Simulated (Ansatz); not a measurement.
# ZnO: energy and pressure over a range of volumes, part 3 of 3

How stiff is ZnO, and at what volume does the pressure vanish? The cell is scaled evenly, atoms carried along, and solved with LAPW, PAW and all-electron datasets made for the crystal.

Ansatz 0.2.0; DFT PBE; a database cell (COD). «Crystal datasets» are all-electron PAW datasets made for this crystal.

## (10) Volume × 1.01, crystal datasets

Contents of input.yaml:

```yaml
crystal:
  lattice:
    - [3.2601941478, 0.0, 0.0]
    - [-1.6300970738, 2.8234109532, 0.0]
    - [0.0, 0.0, 5.2210884991]
  atoms:
    - { symbol: Zn, position: [0.3333333333, 0.6666666667, 0.0] }
    - { symbol: Zn, position: [0.6666666667, 0.3333333333, 0.5] }
    - { symbol: O, position: [0.3333333333, 0.6666666667, 0.3821] }
    - { symbol: O, position: [0.6666666667, 0.3333333333, 0.8821] }
kpoints:
  mp_grid: { grid: [11, 11, 6] }
scf:
  occupations: { method: fermi_dirac, width: 0.02 }
hamiltonian:
  xc: pbe
  pseudopotentials: { kind: all_electron, datasets: crystal }
output:
  forces: true
  stress: true
  eigenvalues: true
  efg: { contact_densities: true }
```

Started as:

```console
> ansatz run input.yaml --threads 1 --pin off --max-ram 4096MiB --backend cpu --events-out ev --progress --plain --runs-dir out
```

The log of the run:

```text
hamiltonian.pseudopotentials.datasets: crystal makes datasets for this crystal and solves the spheres of its atoms anew in each pass: cutoff 460.0 eV, the density's 1840.0 eV; for an error of 0.50 meV an atom under PBE, 2.0 meV for the cell; an energy difference from a run of another recipe may be off by several times the error for the cell, under r2SCAN by more, where some 0.1 meV an atom stays at smaller errors; O in spheres of 0.910 Å, 6 of its electrons in bands; Zn in spheres of 1.069 Å, 12 of its electrons in bands, 8 on its site; only band paths and densities of states list, in semicore columns, the levels of the semicore shells that are solved separately: 3s of Zn, 3p of Zn
Engine: ansatz 0.2.0
Pseudopotentials: kind: all_electron
Pseudopotential: Zn, paw, valence charge 20, recommended cutoff 460 eV (normal), Koelling and Harmon's equation, gaussian nucleus
Pseudopotential: O, paw, valence charge 6, recommended cutoff 460 eV (normal), Koelling and Harmon's equation, gaussian nucleus
Functional definition: PBE
  parameter kappa = 0.804
  parameter beta = 0.06672455060314922
  exchange = pbe_x(kappa = kappa, mu = beta*pi^2/3)
  correlation = pbe_c(beta = beta)
Crystal: 4 atoms, lattice volume = 48.059 Å³
Basis set: ecut = 460 eV, 1087 PW (Γ), exchange–correlation on 48×48×80 points (8 copies of the dense FFT grid, shifted against one another)
Bands: 22, of which v1, the nominal top of the filled ones, is band 18 counted from 1 (17 counted from 0)
Symmetry: 12 space group operations
Space group: P63mc (ITA 186), of the structure as read, at distance tolerance 3.6e-5 Å
k-points: 64 of 726 (time reversal used)
Non-local potential: Zn, projectors of the file, l = 0: 1, l = 1: 1, l = 2: 2
Non-local potential: O, projectors of the file, l = 0: 1, l = 1: 2
PAW form: soft (Blöchl's): semilocal exchange-correlation on the pseudo side does not see the compensation charge
PAW one-centre angular grid: Zn, 590 points (default); XC on its mesh's 1841 points in the sphere
PAW one-centre angular grid: O, 110 points (default); XC on its mesh's 1913 points in the sphere
Initial density: superposition of atomic densities (neutral atoms: chi_scale 0, normalization atom)
Initial wavefunctions: pseudopotential atomic-orbital guess
Functional: x = pbe(κ = 0.804, μ = 0.2195149727645171), c = pbe(β = 0.06672455060314922)
iter 1 solved again at ethr=3.25e-2 eV; its pass at ethr=1.00e-1 eV (dr2=1.17e1 eV) is discarded
SCF iter   1: F=—  HF=-101846.663984 eV  |F-HF|=—  |Δ(HF+E_count)|=         —  Δρ=1.54e-1  dr2=1.18e1  ethr=3.25e-2  ⟨swp⟩=2.0  Hψ=7111  notcnv=0
preconditioner: auto → Resta (q_TF=auto, 2.600 Å⁻¹)  ε∞=7.6  [insulator: Δε(μ)=1.640 eV  Ē_g=12.548 eV  σ=0.020 eV  W_gap=1.00  n_scr=22 (ndim 8)  ℏωp=32.1 eV  f_vac=0.000  D(μ)=0.00/eV (n_scr^D=0)  ε∞_Penn≈7.6]
iter 2 solved again at ethr=1.49e-3 eV; its pass at ethr=3.25e-2 eV (dr2=5.37e-1 eV) is discarded
SCF iter   2: F=—  HF=-101843.698171 eV  |F-HF|=—  |Δ(HF+E_count)|=    2.97e0  Δρ=4.43e-2  dr2=5.33e-1  ethr=1.49e-3  ⟨swp⟩=2.4  Hψ=6176  notcnv=0  defer=5
SCF iter   3: F=—  HF=-101843.582287 eV  |F-HF|=—  |Δ(HF+E_count)|=   1.16e-1  Δρ=2.53e-2  dr2=2.21e-1  ethr=1.48e-3  ⟨swp⟩=2.0  Hψ=2818  notcnv=0  defer=1
SCF iter   4: F=—  HF=-101843.582209 eV  |F-HF|=—  |Δ(HF+E_count)|=   7.79e-5  Δρ=1.25e-2  dr2=4.35e-2  ethr=6.14e-4  ⟨swp⟩=3.2  Hψ=4492  notcnv=0  defer=1
SCF iter   5: F=—  HF=-101843.553899 eV  |F-HF|=—  |Δ(HF+E_count)|=   2.83e-2  Δρ=3.36e-3  dr2=4.06e-3  ethr=1.21e-4  ⟨swp⟩=3.0  Hψ=3917  notcnv=0  defer=1
SCF iter   6: F=—  HF=-101843.558805 eV  |F-HF|=—  |Δ(HF+E_count)|=   4.91e-3  Δρ=9.82e-4  dr2=4.85e-4  ethr=1.13e-5  ⟨swp⟩=3.1  Hψ=3114  notcnv=0  defer=3
SCF iter   7: F=—  HF=-101843.559028 eV  |F-HF|=—  |Δ(HF+E_count)|=   2.23e-4  Δρ=4.22e-4  dr2=8.12e-5  ethr=1.35e-6  ⟨swp⟩=2.9  Hψ=3525  notcnv=0  defer=1
SCF iter   8: F=—  HF=-101843.559152 eV  |F-HF|=—  |Δ(HF+E_count)|=   1.24e-4  Δρ=8.93e-5  dr2=3.55e-6  ethr=2.25e-7  ⟨swp⟩=3.0  Hψ=3577  notcnv=0
SCF iter   9: F=—  HF=-101843.559154 eV  |F-HF|=—  |Δ(HF+E_count)|=   2.02e-6  Δρ=1.77e-5  dr2=1.54e-7  ethr=9.86e-9  ⟨swp⟩=3.0  Hψ=3070  notcnv=0
SCF iter  10: F=-101843.559154 eV  HF=-101843.559154 eV  |F-HF|=5.95e-9  |Δ(HF+E_count)|=   1.21e-7  Δρ=4.96e-6  dr2=1.07e-8  ethr=4.26e-10  ⟨swp⟩=3.0  Hψ=3110  notcnv=0
SCF 1 converged in 10 iterations: F = -101843.559152 eV  dr2 = 1.07e-8
  Residual-converged pass: ⟨swp⟩=3.0  Hψ=3157  notcnv=0  max |occ|·‖R‖ = 6.6e-6 eV (tolerance 6.7e-6 eV)  dr2=1.07e-8  dr2_onsite=3.83e-9  max |Δocc| = 1.0e-14
SCF converged after 10 iterations
Free energy (F): -101843.559152 eV
Harris-Foulkes:  -101843.559152 eV  (|F-HF|=5.95e-9)
Internal energy: -101843.559152 eV  (E = F + TS)
E sigma→0 (E₀):  -101843.559152 eV
Past the cutoff: the bands carry plane waves up to 1.75 times it, of which those up to 1.5 times it add -0.000146 eV an atom, each by itself; the spheres take 0.000188 eV an atom off the energy for waves past 1.75 times it
By the cutoff:   a pressure is off by up to 0.007 GPa (1.2 times the spheres' own share and the shells' term, over an atom's volume, and 0.004 GPa: a bound that held against runs at twice the plane waves)
Past the cutoffs: a stress includes 0.0021 GPa for waves and charges beyond them, in addition to the slope of what the spheres take
In the spheres:  the bands' charges fall short by 7.7e-7 e at most (sound up to 1e-3), those of shells solved beside the bands by 7.1e-8 e (sound up to 5e-4)
Fermi energy:    9.316496 eV
--- Per-component energies (eV) ---
  The terms above E_closure are by the made datasets' own strengths, without shells solved beside the bands.
--- Forces (eV/Å), atoms counted from 1 ---
  atom   1  Zn    -0.00000000    -0.00000000     0.03180290
  atom   2  Zn    -0.00000000     0.00000000     0.03180290
  atom   3  O     -0.00000000     0.00000000    -0.03180040
  atom   4  O      0.00000000    -0.00000000    -0.03180040
  max |Σ_I F_I| component: 5.00e-6 eV/Å
--- Stress (GPa, compression-positive) ---
        3.268703      -0.000000      -0.000000
       -0.000000       3.268703       0.000000
       -0.000000       0.000000       3.611998
  P = ⅓ Tr σ = 3.3831 GPa (33.831 kbar)
  It holds what live shells' own plane waves past their cutoff add
--- PAW observables at the nuclei: V_zz in 10²¹ V/m², potentials from the cell's mean, atoms counted from 1 ---
  atom   1  Zn V_zz =    +0.743835   η = 0.0000   by run symmetry: allowed
            electrostatic potential = -3944.554232 V   contact ρ = 166662.624015 e/Å³
  atom   2  Zn V_zz =    +0.743835   η = 0.0000   by run symmetry: allowed
            electrostatic potential = -3944.554232 V   contact ρ = 166662.624015 e/Å³
  atom   3  O  V_zz =    -0.325070   η = 0.0000   by run symmetry: allowed
            electrostatic potential = -623.752777 V   contact ρ = 2157.469583 e/Å³
  atom   4  O  V_zz =    -0.325070   η = 0.0000   by run symmetry: allowed
            electrostatic potential = -623.752777 V   contact ρ = 2157.469583 e/Å³
--- Band table (eV; the first three rows and the last of 64) ---
  k-point 0: bands = ["-9.0810", "-8.3662", "3.2314", "3.2314", "3.3157", "3.3978", "3.4120", "3.4120", "4.3789", "4.3789", "4.5860", "4.5860", "4.8731", "8.1320", "8.1320", "8.8148", "8.9037", "8.9037", "9.7096", "14.0910"]
  k-point 1: bands = ["-9.0355", "-8.4165", "3.2375", "3.2375", "3.2662", "3.2687", "3.3932", "3.3932", "4.3981", "4.3981", "4.5781", "4.5781", "5.1918", "8.1848", "8.1848", "8.2640", "8.8533", "8.8533", "10.3512", "13.8654"]
  k-point 2: bands = ["-8.9093", "-8.5520", "3.1061", "3.1559", "3.2583", "3.2583", "3.3475", "3.3475", "4.4467", "4.4467", "4.5515", "4.5515", "5.8825", "7.4784", "8.3284", "8.3284", "8.7146", "8.7146", "11.3528", "13.2479"]
  k-point 63: bands = ["-8.2429", "-8.2429", "3.1970", "3.1970", "3.5018", "3.5018", "3.9486", "3.9486", "4.4164", "4.4164", "4.8720", "4.8720", "5.2208", "5.2208", "6.3156", "6.3156", "7.7059", "7.7059", "16.3473", "16.3473"]
```

Wall time 22 s (1 thread of Intel Xeon 6975P-C (Granite Rapids), shared host); peak memory 0.96 GiB.

Read from it: pressure 3.38 GPa; gap on the k mesh 0.81 eV; largest force 0.032 eV/Å; Vzz Zn1 0.74 (η = 0.00), O3 -0.33 (η = 0.00) (10²¹ V/m²).

## (11) Volume × 1.04, LAPW

Contents of input.yaml:

```yaml
crystal:
  lattice:
    - [3.2921588739, 0.0, 0.0]
    - [-1.6460794369, 2.851093218, 0.0]
    - [0.0, 0.0, 5.2722789056]
  atoms:
    - { symbol: Zn, position: [0.3333333333, 0.6666666667, 0.0] }
    - { symbol: Zn, position: [0.6666666667, 0.3333333333, 0.5] }
    - { symbol: O, position: [0.3333333333, 0.6666666667, 0.3821] }
    - { symbol: O, position: [0.6666666667, 0.3333333333, 0.8821] }
kpoints:
  mp_grid: { grid: [11, 11, 6] }
  band_path:
    path:
      - [0.0, 0.0, 0.0]
      - [0.5, 0.0, 0.0]
      - [0.3333333333, 0.3333333333, 0.0]
      - [0.0, 0.0, 0.0]
      - [0.0, 0.0, 0.5]
      - [0.5, 0.0, 0.5]
      - [0.3333333333, 0.3333333333, 0.5]
      - [0.0, 0.0, 0.5]
      - [0.5, 0.0, 0.5]
    npoints: 5
scf:
  occupations: { method: fermi_dirac, width: 0.02 }
hamiltonian:
  xc: pbe
  pseudopotentials: { kind: all_electron, lapw: { basis_error: 0.0005 } }
output:
  forces: true
  stress: true
  eigenvalues: true
```

Started as:

```console
> ansatz run input.yaml --threads 1 --pin off --max-ram 4096MiB --backend cpu --events-out ev --progress --plain --runs-dir out
```

The log of the run, cut to the lines that bear on the results:

```text
LAPW: plane waves up to 10.862 Å⁻¹, error target 5.0e-4 eV per atom; small_component_spin mean_spin; O in spheres of 0.900 Å, 8 of its electrons in bands, Dirac shells []; Zn in spheres of 1.099 Å, 20 of its electrons in bands, Dirac shells []
[...]
[... 2 set-up lines as earlier in the session ...]
[...]
  atom   1  Zn    -0.00000000     0.00000000     0.03148023
  atom   2  Zn    -0.00000000    -0.00000000     0.03148023
  atom   3  O      0.00000000     0.00000000    -0.03149948
  atom   4  O     -0.00000000    -0.00000000    -0.03149948
[...]
--- Stress (GPa, compression-positive) ---
       -0.721663      -0.000000       0.000000
       -0.000000      -0.721663      -0.000000
        0.000000      -0.000000      -0.267383
  P = ⅓ Tr σ = -0.5702 GPa (-5.702 kbar)
--- Band table (eV; the first three rows and the last of 64) ---
[...]
```

Wall time 65 s (1 thread of Intel Xeon 6975P-C (Granite Rapids), shared host); peak memory 0.62 GiB.

Read from it: pressure -0.57 GPa; gap 0.76 eV, direct at Γ; largest force 0.031 eV/Å.

## (12) Volume × 1.04, PAW

Contents of input.yaml:

```yaml
crystal:
  lattice:
    - [3.2921588739, 0.0, 0.0]
    - [-1.6460794369, 2.851093218, 0.0]
    - [0.0, 0.0, 5.2722789056]
  atoms:
    - { symbol: Zn, position: [0.3333333333, 0.6666666667, 0.0] }
    - { symbol: Zn, position: [0.6666666667, 0.3333333333, 0.5] }
    - { symbol: O, position: [0.3333333333, 0.6666666667, 0.3821] }
    - { symbol: O, position: [0.6666666667, 0.3333333333, 0.8821] }
kpoints:
  mp_grid: { grid: [11, 11, 6] }
scf:
  occupations: { method: fermi_dirac, width: 0.02 }
hamiltonian:
  xc: pbe
  pseudopotentials: { kind: paw }
output:
  forces: true
  stress: true
  eigenvalues: true
  efg: { contact_densities: true }
```

Started as:

```console
> ansatz run input.yaml --threads 1 --pin off --max-ram 4096MiB --backend cpu --events-out ev --progress --plain --runs-dir out
```

The log of the run, cut to the lines that bear on the results:

```text
[...]
[... 4 set-up lines as earlier in the session ...]
[...]
Crystal: 4 atoms, lattice volume = 49.487 Å³
Basis set: ecut = 420 eV, 977 PW (Γ), exchange–correlation on 48×48×72 points (8 copies of the dense FFT grid, shifted against one another)
[...]
  atom   4  O  V_zz =    -0.333929   η = 0.0000   by run symmetry: allowed
            electrostatic potential = -623.275163 V   contact ρ = 2157.190297 e/Å³
--- Band table (eV; the first three rows and the last of 64) ---
  k-point 0: bands = ["-11.1184", "-10.4457", "1.1174", "1.1174", "1.1952", "1.2900", "1.2900", "1.3527", "2.1877", "2.1877", "2.3810", "2.3810", "2.6575", "5.9103", "5.9103", "6.5724", "6.6511", "6.6511", "7.3991", "11.7161", "14.7763", "19.3190"]
[...]
```

Wall time 4.2 s (1 thread of Intel Xeon 6975P-C (Granite Rapids), shared host); peak memory 0.47 GiB.

Result: pressure -0.48 GPa; gap on the k mesh 0.75 eV; largest force 0.031 eV/Å; Vzz Zn1 0.71 (η = 0.00), O3 -0.33 (η = 0.00) (10²¹ V/m²).

## (13) Volume × 1.04, crystal datasets

input.yaml: that of step 12 with these lines changed.

```diff
@@ -16,3 +16,3 @@
   xc: pbe
-  pseudopotentials: { kind: paw }
+  pseudopotentials: { kind: all_electron, datasets: crystal }
 output:
```

Started as:

```console
> ansatz run input.yaml --threads 1 --pin off --max-ram 4096MiB --backend cpu --events-out ev --progress --plain --runs-dir out
```

The log of the run, cut to the lines that bear on the results:

```text
[...]
[... 1 set-up line as earlier in the session ...]
Pseudopotential: Zn, paw, valence charge 20, recommended cutoff 440 eV (normal), Koelling and Harmon's equation, gaussian nucleus
Pseudopotential: O, paw, valence charge 6, recommended cutoff 440 eV (normal), Koelling and Harmon's equation, gaussian nucleus
[... 1 set-up line as earlier in the session ...]
[...]
Crystal: 4 atoms, lattice volume = 49.487 Å³
[...]
            electrostatic potential = -623.334754 V   contact ρ = 2157.702741 e/Å³
  atom   4  O  V_zz =    -0.329985   η = 0.0000   by run symmetry: allowed
            electrostatic potential = -623.334754 V   contact ρ = 2157.702741 e/Å³
--- Band table (eV; the first three rows and the last of 64) ---
  k-point 0: bands = ["-9.3341", "-8.6628", "2.8830", "2.8830", "2.9609", "3.0548", "3.0548", "3.1344", "3.9453", "3.9453", "4.1386", "4.1386", "4.4190", "7.6831", "7.6831", "8.3456", "8.4228", "8.4228", "9.1848", "13.4994"]
[...]
```

Run time: 21 s. Hardware: 1 thread of Intel Xeon 6975P-C (Granite Rapids), shared host; peak memory 0.91 GiB.

This run gives: pressure -0.57 GPa; gap on the k mesh 0.76 eV; largest force 0.031 eV/Å; Vzz Zn1 0.72 (η = 0.00), O3 -0.33 (η = 0.00) (10²¹ V/m²).

## (14) All volumes together

```
          method  volume (Å³/atom)  F above the lowest (meV/atom)  pressure (GPa)  gap on the k mesh (eV)  largest force (eV/Å)  Vzz Zn1 (10²¹ V/m²)  Vzz O3 (10²¹ V/m²)
            LAPW            11.182                           50.1           15.46                    0.91                 0.034                    –                   –
            LAPW            11.658                           15.6            8.02                    0.85                 0.032                    –                   –
            LAPW            12.015                            3.0            3.38                    0.81                 0.032                    –                   –
            LAPW            12.372                            0.0           -0.57                    0.76                 0.031                    –                   –
             PAW            11.182                           50.8           15.57                    0.89                 0.033                 0.81               -0.32
             PAW            11.658                           16.0            8.11                    0.83                 0.032                 0.77               -0.33
             PAW            12.015                            3.2            3.48                    0.79                 0.031                 0.74               -0.33
             PAW            12.372                            0.0           -0.48                    0.75                 0.031                 0.71               -0.33
crystal datasets            11.182                              –           15.46                    0.91                 0.034                 0.81               -0.31
crystal datasets            11.658                              –            8.02                    0.85                 0.032                 0.77               -0.32
crystal datasets            12.015                              –            3.38                    0.81                 0.032                 0.74               -0.33
crystal datasets            12.372                              –           -0.57                    0.76                 0.031                 0.72               -0.33
```

## (15) Outcome

This closing draws on all 3 parts.

| quantity | value |
| --- | --- |
| equilibrium volume (LAPW) | 12.317 Å³/atom |
| bulk modulus (LAPW) | 129 GPa |
| its pressure derivative (LAPW) | 4.4 |
| equilibrium volume (PAW) | 12.325 Å³/atom |
| bulk modulus (PAW) | 129 GPa |
| its pressure derivative (PAW) | 4.4 |
| equilibrium volume (crystal datasets) | 12.317 Å³/atom |
| bulk modulus (crystal datasets) | 129 GPa |
| its pressure derivative (crystal datasets) | 4.4 |

A third-order Birch-Murnaghan fit to the LAPW pressures puts zero pressure at 12.32 Å³/atom, +3.5 % from the given cell, with a bulk modulus of 129 GPa. Shape and positions are held, so a fully relaxed modulus can be lower. PAW's volume lies +0.07 % and its modulus -0.2 % from LAPW's. The gap goes from 0.91 eV at the smallest volume to 0.76 eV at the largest. No thermal or zero-point expansion is included.

The gaps are Kohn-Sham values of a semilocal functional, not quasiparticle or optical gaps. Such gaps usually fall short of the measured ones.
